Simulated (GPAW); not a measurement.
Crystal: BN.

```xyz
2
Lattice="2.5080 0.0000 0.0000 -1.2467 2.1762 0.0000 -0.6307 -1.0881 3.0225" Properties=species:S:1:pos:R:3 pbc="T T T"
N     0.6410   -0.3484    2.9772
B     1.2297    2.1384    0.0055
```

The cell comes from a database or a generator and needn't be the stable form of this composition.

Base run:

```yaml
Program: GPAW 26.7.0
Functional: LDA
Potentials_or_basis: the program's PAW data sets (release 1.2.1) made for this functional
Cutoff: 650 eV
Basis: pw
k_mesh: 10 × 10 × 7
Occupations: fermi-dirac, width 0.001 eV
Spin: no spin polarisation
```

Its results: band gap on the k mesh 2.72 eV, indirect (least direct gap 4.46 eV); electronic dielectric tensor (diagonal) 4.94, 5.45, 3.02.

Q: The run is repeated on the same cell with these changes: functional from LDA to GLLB-SC. What comes out?

A: Band gap on the k mesh, kohn-sham part alone 3.84 eV, indirect (least direct gap 5.66 eV); electronic dielectric tensor (diagonal) 4.10, 4.34, 2.67.

Caveats: the long-wavelength limit can be off by a per cent or two; a model potential gives levels but no total energy (some runs); response on these states lacks terms of the Hamiltonian (some runs).

A k mesh can miss the band edges.
